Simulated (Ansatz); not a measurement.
# Ti: properties at the relaxed cell

This session takes Ti and sets out to see whether it has a gap, which orbitals make up the states near it and how charge is shared and measure the bulk modulus from energies at several volumes.

This is Ti in the fcc structure; at room conditions it is hcp.

Program: Ansatz 0.2.0. Level of theory: DFT PBEsol, scalar-relativistic, plane waves, PAW. These are calculated values, not measurements.

1 further run of the same task is left out (set aside as unsound or not needed).

**1. The starting structure**

Symmetry: Fm-3m, No. 225, cubic system. Conventional cell: a = 4.056 Å, b = 4.056 Å, c = 4.056 Å, α = 90.00°, β = 90.00°, γ = 90.00°. Ti (site symmetry m-3m) is surrounded by 12 Ti at 2.87 Å.

Structure file:

```cif
data_structure
_symmetry_space_group_name_H-M 'P 1'
_symmetry_Int_Tables_number 1
_cell_length_a 2.8679
_cell_length_b 2.8679
_cell_length_c 2.8679
_cell_angle_alpha 60.000
_cell_angle_beta 60.000
_cell_angle_gamma 60.000
_cell_volume 16.68
loop_
_atom_site_label
_atom_site_type_symbol
_atom_site_fract_x
_atom_site_fract_y
_atom_site_fract_z
_atom_site_occupancy
Ti1 Ti 0.00000 0.00000 0.00000 1
```

It is the result of an earlier relaxation at this level (volume 16.68 Å³/atom; gap on the mesh: none (metal)).

**2. Static run: bands, density of states and charges**

input.yaml

```yaml
crystal:
  lattice:
    - [0.0, 2.0279211513, 2.0279211513]
    - [2.0279211513, 0.0, 2.0279211513]
    - [2.0279211513, 2.0279211513, 0.0]
  atoms:
    - { symbol: Ti, position: [0.0, 0.0, 0.0] }
basis:
  ecutwfc: 420
kpoints:
  mp_grid: { grid: [18, 18, 18] }
  band_path:
    path:
      - [[0.0, 0.0, 0.0], [0.5, 0.0, 0.5], [0.625, 0.25, 0.625]]
      - [[0.375, 0.375, 0.75], [0.0, 0.0, 0.0], [0.5, 0.5, 0.5], [0.5, 0.25, 0.75], [0.5, 0.0, 0.5]]
    npoints: 14
hamiltonian:
  xc: pbesol
scf:
  occupations: { method: gaussian, width: 0.1 }
  n_extra_bands: 6
output:
  forces: true
  stress: true
  eigenvalues: true
  populations: true
  dos: { projected: true, de: 0.02, nscf_kmesh: { grid: [27, 27, 27] } }
  bader: true
  write_density: true
  write_potential: true
  elf: true
  volumetric_format: npy
```

The run is started by

```sh
> ansatz run input.yaml --threads 1 --pin off --max-ram 2560MiB --backend cpu --events-out ev --progress --plain --runs-dir out
```

Log, shortened:

```text
Warning: RAYON_NUM_THREADS=1 ignored (pool sized by the plan → 1); use --threads N
scf.n_extra_bands = 6 over 6 filled bands (N_el = 12.0): the run solves 12 bands
[...]
Pseudopotentials: kind: paw
Pseudopotential: Ti, paw, valence charge 12, recommended cutoff 420 eV (normal), Ti.paw.azcp
Functional definition: PBEsol
[...]
Crystal: 1 atoms, lattice volume = 16.680 Å³
Basis set: ecut = 420 eV, 331 PW (Γ), exchange–correlation on 40×40×40 points (8 copies of the dense FFT grid, shifted against one another)
Bands: 12, of which v1, the nominal top of the filled ones, is band 6 counted from 1 (5 counted from 0)
Symmetry: 48 space group operations
Space group: Fm-3m (ITA 225), of the structure as read, at distance tolerance 2.6e-5 Å
k-points: 195 of 5832
[...]
SCF iter   1: F=—  HF=-2473.846321 eV  |F-HF|=—  |Δ(HF+E_count)|=         —  Δρ=6.69e-3  dr2=5.43e-3  ethr=1.77e-3  ⟨swp⟩=4.7  Hψ=11584  notcnv=0
[...]
SCF iter   6: F=-2473.844476 eV  HF=-2473.844476 eV  |F-HF|=2.27e-12  |Δ(HF+E_count)|=   2.24e-9  Δρ=6.80e-7  dr2=3.82e-11  ethr=1.15e-10  ⟨swp⟩=6.1  Hψ=11684  notcnv=0
[...]
NSCF: frozen V_eff on 86 k-points
NSCF: frozen V_eff on 560 k-points
SCF converged after 6 iterations
Free energy (F): -2473.844476 eV
[...]
E sigma→0 (E₀):  -2473.840234 eV
Entropy (-TS):   -0.008484 eV (-8.484 meV/atom)
Fermi energy:    13.786877 eV
[...]
--- Forces (eV/Å), atoms counted from 1 ---
  atom   1  Ti    -0.00000000     0.00000000    -0.00000000
[...]
--- Stress (GPa, compression-positive) ---
       -0.001119      -0.000000      -0.000000
       -0.000000      -0.001119       0.000000
        0.000000      -0.000000      -0.001119
  P = ⅓ Tr σ = -0.0011 GPa (-0.011 kbar)
--- Band table (eV; the first three rows and the last of 195) ---
  k-point 0: bands = ["-42.5782", "-18.4986", "-18.4986", "-18.4986", "7.6198", "14.6917", "14.6917", "14.6917", "16.4158", "16.4158", "29.2718", "33.9027"]
[...]
--- Löwdin populations: 1 site ---
  site symbol       q [e]
     0     Ti     11.8704
  spilling = 0.010803 (of n_electrons = 12.000000)
--- Bader charges: 1 site ---
  site symbol  charge [e]  shift [e]
     0     Ti      0.0000     0.0000
  estimated error of the sums over rays = 4.3e-5 e
```

It took 7.3 s on 1 thread of Arm Neoverse V2, shared host; peak memory 0.32 GiB.

By site:

```
atom  Löwdin electrons  Bader charge (e)  Bader volume (Å³)
 Ti1             11.87             +0.00               16.7
```

From bands.tsv, the levels nearest the Fermi level at the path's corners, in eV from the Fermi level:

```tsv
point	band 5	band 6	band 7	band 8	band 9	band 10
Γ	-6.17	0.91	0.91	0.91	2.63	2.63
X	-2.73	-1.83	3.01	3.77	4.09	4.09
U	-1.83	-1.28	0.73	2.71	3.64	7.52
K	-1.83	-1.28	0.73	2.71	3.64	7.52
Γ	-6.17	0.91	0.91	0.91	2.63	2.63
L	-2.68	0.73	0.77	0.77	3.79	3.79
W	-1.63	-0.40	-0.40	2.22	4.09	8.75
X	-2.73	-1.83	3.01	3.77	4.09	4.09
```

Counts of states by energy window (eV from the Fermi level), total and by projection:

| from | to | total | Ti 4s | Ti 3d |
| --- | --- | --- | --- | --- |
| -6 | -5 | 0.07 | 0.06 | 0.00 |
| -5 | -4 | 0.14 | 0.12 | 0.01 |
| -4 | -3 | 0.26 | 0.19 | 0.05 |
| -3 | -2 | 0.83 | 0.28 | 0.53 |
| -2 | -1 | 1.25 | 0.10 | 1.11 |
| -1 | 0 | 1.43 | 0.05 | 1.28 |
| 0 | 1 | 1.64 | 0.09 | 1.44 |
| 1 | 2 | 1.48 | 0.04 | 1.40 |
| 2 | 3 | 1.52 | 0.03 | 1.46 |
| 3 | 4 | 1.94 | 0.04 | 1.87 |
| 4 | 5 | 0.57 | 0.10 | 0.39 |
| 5 | 6 | 0.40 | 0.10 | 0.15 |

Below -6 eV lie 8 or so more states.

Axes a, b and c in the maps are those of this run's conventional cell (a, b, c = 4.056, 4.056, 4.056 Å).

Density in a lattice plane of the grid's cell (edges 4.06 and 4.06 Å, at 0.000 of the third edge), which holds Ti.

Ten even steps from ' ' (0.17 e/Å³) to '@' (10.23 e/Å³):
```
@@%%**==..                              ..==**%%
****==::..                              ..::==**
--::::..                                  ..::::
                                                
                                                
                                                
                  ..::::--::::..                
                ..::==******==::..              
                ..==**%%@@%%**==..              
                ::==##@@@@@@##==::              
                ..==**%%@@%%**==..              
                ..::==******==::..              
                  ..::::--::::..                
                                                
                                                
                                                
--::::..                                  ..::::
****==::..                              ..::==**
@@%%**==..                              ..==**%%
@@@@##==::                              ::==##@@
```
Columns run along the first of these edges and rows up along the second, over one cell in 24 and 20 even steps from the bottom left corner. Atoms in the plane (fractional): Ti at (0.00, 0.00), Ti at (0.50, 0.50).

ELF in the same plane.

Values, 12 rows by 12 columns:
```
0.37 0.59 0.44 0.13 0.32 0.60 0.66 0.60 0.32 0.13 0.44 0.59
0.51 0.44 0.20 0.17 0.31 0.32 0.30 0.32 0.31 0.17 0.21 0.44
0.14 0.13 0.17 0.22 0.17 0.13 0.14 0.13 0.17 0.22 0.17 0.13
0.30 0.32 0.31 0.17 0.20 0.44 0.51 0.44 0.21 0.17 0.31 0.32
0.66 0.60 0.32 0.13 0.44 0.59 0.37 0.59 0.44 0.13 0.32 0.60
0.74 0.66 0.30 0.14 0.51 0.37 0.00 0.37 0.51 0.14 0.30 0.66
0.66 0.60 0.32 0.13 0.44 0.59 0.37 0.59 0.44 0.13 0.32 0.60
0.30 0.32 0.31 0.17 0.21 0.44 0.51 0.44 0.20 0.17 0.31 0.32
0.14 0.13 0.17 0.22 0.17 0.13 0.14 0.13 0.17 0.22 0.17 0.13
0.51 0.44 0.21 0.17 0.31 0.32 0.30 0.32 0.31 0.17 0.20 0.44
0.37 0.59 0.44 0.13 0.32 0.60 0.66 0.60 0.32 0.13 0.44 0.59
0.00 0.37 0.51 0.14 0.30 0.66 0.74 0.66 0.30 0.14 0.51 0.37
```
Columns run along the first of these edges and rows up along the second, over one cell in 12 and 12 even steps from the bottom left corner. Atoms in the plane (fractional): Ti at (0.00, 0.00), Ti at (0.50, 0.50).

Both are smooth fields of the valence electrons: close to the nuclei they are not physical.

The highest ELF values outside the cores: 0.74 between the atoms, 2.0 Å from Ti.

**3. Point at V/V0 = 0.97**

input.yaml

```yaml
crystal:
  lattice:
    - [0.0, 2.0074356987, 2.0074356987]
    - [2.0074356987, 0.0, 2.0074356987]
    - [2.0074356987, 2.0074356987, 0.0]
  atoms:
    - { symbol: Ti, position: [0.0, 0.0, 0.0] }
basis:
  ecutwfc: 420
kpoints:
  mp_grid: { grid: [18, 18, 18] }
hamiltonian:
  xc: pbesol
scf:
  occupations: { method: gaussian, width: 0.1 }
output:
  forces: true
  stress: true
  eigenvalues: true
```

The run is started by

```sh
> ansatz run input.yaml --threads 1 --pin off --max-ram 2560MiB --backend cpu --events-out ev --progress --plain --runs-dir out
```

Log, shortened:

```text
Warning: RAYON_NUM_THREADS=1 ignored (pool sized by the plan → 1); use --threads N
[...]
[... 3 set-up lines as earlier in the session ...]
[...]
Crystal: 1 atoms, lattice volume = 16.179 Å³
Basis set: ecut = 420 eV, 331 PW (Γ), exchange–correlation on 40×40×40 points (8 copies of the dense FFT grid, shifted against one another)
Bands: 10, of which v1, the nominal top of the filled ones, is band 6 counted from 1 (5 counted from 0)
[... 1 set-up line as earlier in the session ...]
Space group: Fm-3m (ITA 225), of the structure as read, at distance tolerance 2.5e-5 Å
k-points: 195 of 5832
[...]
SCF iter   1: F=—  HF=-2473.840646 eV  |F-HF|=—  |Δ(HF+E_count)|=         —  Δρ=6.72e-3  dr2=5.13e-3  ethr=1.77e-3  ⟨swp⟩=4.4  Hψ=10166  notcnv=0
[...]
SCF iter   6: F=-2473.838890 eV  HF=-2473.838890 eV  |F-HF|=4.55e-12  |Δ(HF+E_count)|=  1.77e-10  Δρ=3.15e-7  dr2=4.56e-12  ethr=2.55e-11  ⟨swp⟩=1.4  Hψ=5825  notcnv=0
[...]
SCF converged after 6 iterations
Free energy (F): -2473.838890 eV
[...]
E sigma→0 (E₀):  -2473.834804 eV
Entropy (-TS):   -0.008172 eV (-8.172 meV/atom)
Fermi energy:    14.291669 eV
[...]
--- Forces (eV/Å), atoms counted from 1 ---
  atom   1  Ti    -0.00000000     0.00000000    -0.00000000
[...]
--- Stress (GPa, compression-positive) ---
        3.659442       0.000000       0.000000
        0.000000       3.659442      -0.000000
       -0.000000      -0.000000       3.659442
  P = ⅓ Tr σ = 3.6594 GPa (36.594 kbar)
--- Band table (eV; the first three rows and the last of 195) ---
  k-point 0: bands = ["-42.0226", "-17.9017", "-17.9017", "-17.9017", "8.0628", "15.2127", "15.2127", "15.2127", "17.0111", "17.0111"]
[...]
```

Wall time 1.5 s (1 thread of Arm Neoverse V2, shared host); peak memory 0.3 GiB.

**4. Volume × 1.03**

Edit input.yaml of step 3 so:

```diff
@@ -2,5 +2,5 @@
   lattice:
-    - [0.0, 2.0074356987, 2.0074356987]
-    - [2.0074356987, 0.0, 2.0074356987]
-    - [2.0074356987, 2.0074356987, 0.0]
+    - [0.0, 2.0480008844, 2.0480008844]
+    - [2.0480008844, 0.0, 2.0480008844]
+    - [2.0480008844, 2.0480008844, 0.0]
   atoms:
```

The run is started by

```sh
> ansatz run input.yaml --threads 1 --pin off --max-ram 2560MiB --backend cpu --events-out ev --progress --plain --runs-dir out
```

Log, shortened:

```text
Warning: RAYON_NUM_THREADS=1 ignored (pool sized by the plan → 1); use --threads N
[...]
[... 3 set-up lines as earlier in the session ...]
[...]
Crystal: 1 atoms, lattice volume = 17.180 Å³
Basis set: ecut = 420 eV, 331 PW (Γ), exchange–correlation on 40×40×40 points (8 copies of the dense FFT grid, shifted against one another)
Bands: 10, of which v1, the nominal top of the filled ones, is band 6 counted from 1 (5 counted from 0)
[... 2 set-up lines as earlier in the session ...]
k-points: 195 of 5832
[...]
SCF iter   1: F=—  HF=-2473.841424 eV  |F-HF|=—  |Δ(HF+E_count)|=         —  Δρ=6.81e-3  dr2=6.12e-3  ethr=1.77e-3  ⟨swp⟩=4.4  Hψ=10202  notcnv=0
[...]
SCF iter   6: F=-2473.839344 eV  HF=-2473.839344 eV  |F-HF|=9.09e-11  |Δ(HF+E_count)|=  9.62e-10  Δρ=9.88e-7  dr2=1.37e-10  ethr=5.03e-11  ⟨swp⟩=1.6  Hψ=5937  notcnv=0
[...]
SCF converged after 6 iterations
Free energy (F): -2473.839344 eV
[...]
E sigma→0 (E₀):  -2473.834971 eV
Entropy (-TS):   -0.008745 eV (-8.745 meV/atom)
Fermi energy:    13.310015 eV
[...]
--- Forces (eV/Å), atoms counted from 1 ---
  atom   1  Ti    -0.00000000    -0.00000000     0.00000000
[...]
--- Stress (GPa, compression-positive) ---
       -3.214132       0.000000      -0.000000
       -0.000000      -3.214132      -0.000000
        0.000000      -0.000000      -3.214132
  P = ⅓ Tr σ = -3.2141 GPa (-32.141 kbar)
--- Band table (eV; the first three rows and the last of 195) ---
  k-point 0: bands = ["-43.1069", "-19.0634", "-19.0634", "-19.0634", "7.2066", "14.1976", "14.1976", "14.1976", "15.8521", "15.8521"]
[...]
```

Wall time 1.5 s (1 thread of Arm Neoverse V2, shared host); peak memory 0.3 GiB.

**5. The cell scaled to 0.94 of its volume**

Edit input.yaml of step 4 so:

```diff
@@ -2,5 +2,5 @@
   lattice:
-    - [0.0, 2.0480008844, 2.0480008844]
-    - [2.0480008844, 0.0, 2.0480008844]
-    - [2.0480008844, 2.0480008844, 0.0]
+    - [0.0, 1.9865233894, 1.9865233894]
+    - [1.9865233894, 0.0, 1.9865233894]
+    - [1.9865233894, 1.9865233894, 0.0]
   atoms:
```

The run is started by

```sh
> ansatz run input.yaml --threads 1 --pin off --max-ram 2560MiB --backend cpu --events-out ev --progress --plain --runs-dir out
```

Log, shortened:

```text
Warning: RAYON_NUM_THREADS=1 ignored (pool sized by the plan → 1); use --threads N
[...]
[... 3 set-up lines as earlier in the session ...]
[...]
Crystal: 1 atoms, lattice volume = 15.679 Å³
Basis set: ecut = 420 eV, 331 PW (Γ), exchange–correlation on 40×40×40 points (8 copies of the dense FFT grid, shifted against one another)
Bands: 10, of which v1, the nominal top of the filled ones, is band 6 counted from 1 (5 counted from 0)
[... 2 set-up lines as earlier in the session ...]
k-points: 195 of 5832
[...]
SCF iter   1: F=—  HF=-2473.822786 eV  |F-HF|=—  |Δ(HF+E_count)|=         —  Δρ=6.76e-3  dr2=4.93e-3  ethr=1.77e-3  ⟨swp⟩=4.4  Hψ=10133  notcnv=0
[...]
SCF iter   6: F=-2473.821094 eV  HF=-2473.821094 eV  |F-HF|=4.55e-13  |Δ(HF+E_count)|=  1.46e-10  Δρ=4.07e-7  dr2=1.06e-11  ethr=1.67e-11  ⟨swp⟩=1.5  Hψ=5935  notcnv=0
[...]
SCF converged after 6 iterations
Free energy (F): -2473.821094 eV
[...]
E sigma→0 (E₀):  -2473.817211 eV
Entropy (-TS):   -0.007766 eV (-7.766 meV/atom)
Fermi energy:    14.826778 eV
[...]
--- Forces (eV/Å), atoms counted from 1 ---
  atom   1  Ti    -0.00000000     0.00000000    -0.00000000
[...]
--- Stress (GPa, compression-positive) ---
        7.829577      -0.000000      -0.000000
        0.000000       7.829577      -0.000000
       -0.000000       0.000000       7.829577
  P = ⅓ Tr σ = 7.8296 GPa (78.296 kbar)
--- Band table (eV; the first three rows and the last of 195) ---
  k-point 0: bands = ["-41.4382", "-17.2700", "-17.2700", "-17.2700", "8.5389", "15.7628", "15.7628", "15.7628", "17.6406", "17.6406"]
[...]
```

It took 1.4 s on 1 thread of Arm Neoverse V2, shared host; peak memory 0.3 GiB.

**6. The cell scaled to 1.06 of its volume**

Edit input.yaml of step 5 so:

```diff
@@ -2,5 +2,5 @@
   lattice:
-    - [0.0, 1.9865233894, 1.9865233894]
-    - [1.9865233894, 0.0, 1.9865233894]
-    - [1.9865233894, 1.9865233894, 0.0]
+    - [0.0, 2.0676944087, 2.0676944087]
+    - [2.0676944087, 0.0, 2.0676944087]
+    - [2.0676944087, 2.0676944087, 0.0]
   atoms:
```

The run is started by

```sh
> ansatz run input.yaml --threads 1 --pin off --max-ram 2560MiB --backend cpu --events-out ev --progress --plain --runs-dir out
```

Log, shortened:

```text
Warning: RAYON_NUM_THREADS=1 ignored (pool sized by the plan → 1); use --threads N
[...]
[... 3 set-up lines as earlier in the session ...]
[...]
Crystal: 1 atoms, lattice volume = 17.680 Å³
Basis set: ecut = 420 eV, 331 PW (Γ), exchange–correlation on 40×40×40 points (8 copies of the dense FFT grid, shifted against one another)
Bands: 10, of which v1, the nominal top of the filled ones, is band 6 counted from 1 (5 counted from 0)
[... 2 set-up lines as earlier in the session ...]
k-points: 195 of 5832
[...]
SCF iter   1: F=—  HF=-2473.827154 eV  |F-HF|=—  |Δ(HF+E_count)|=         —  Δρ=6.92e-3  dr2=6.82e-3  ethr=1.77e-3  ⟨swp⟩=4.4  Hψ=10246  notcnv=0
[...]
SCF iter   6: F=-2473.824806 eV  HF=-2473.824806 eV  |F-HF|=1.73e-11  |Δ(HF+E_count)|=   2.43e-9  Δρ=7.26e-7  dr2=5.28e-11  ethr=9.91e-11  ⟨swp⟩=2.1  Hψ=6192  notcnv=0
[...]
SCF converged after 6 iterations
Free energy (F): -2473.824806 eV
[...]
E sigma→0 (E₀):  -2473.820313 eV
Entropy (-TS):   -0.008986 eV (-8.986 meV/atom)
Fermi energy:    12.858854 eV
[...]
--- Forces (eV/Å), atoms counted from 1 ---
  atom   1  Ti    -0.00000000    -0.00000000     0.00000000
[...]
--- Stress (GPa, compression-positive) ---
       -6.032029       0.000000       0.000000
        0.000000      -6.032029      -0.000000
       -0.000000       0.000000      -6.032029
  P = ⅓ Tr σ = -6.0320 GPa (-60.320 kbar)
--- Band table (eV; the first three rows and the last of 195) ---
  k-point 0: bands = ["-43.6104", "-19.5985", "-19.5985", "-19.5985", "6.8204", "13.7284", "13.7284", "13.7284", "15.3177", "15.3177"]
[...]
```

Run time: 1.5 s. Hardware: 1 thread of Arm Neoverse V2, shared host; peak memory 0.3 GiB.

**7. Energy against volume**

```
volume (Å³/atom)  energy above the lowest point (meV/atom)  pressure (GPa)  gap on the mesh (eV)
          15.679                                      23.0            7.83                  0.00
          16.179                                       5.4            3.66                  0.00
          16.680                                       0.0            0.00                  0.00
          17.180                                       5.3           -3.21                  0.00
          17.680                                      19.9           -6.03                  0.00
```

**8. Summary of results**

| quantity | value |
| --- | --- |
| gap | none (metal) |
| states at the Fermi level | 1.68 per eV per cell |
| Bader charges | Ti +0.00 e |
| equilibrium volume of the fit | 16.67 Å³/atom |
| bulk modulus | 114 GPa |
| its pressure derivative | 3.3 |

What this shows: Bands cross the Fermi level: a metal at this level of theory. Of the projected weight within 0.25 eV of the Fermi level, the largest part is Ti 3d (94 %). The fit puts the minimum at 16.67 Å³/atom with B = 114 GPa and B' = 3.3.
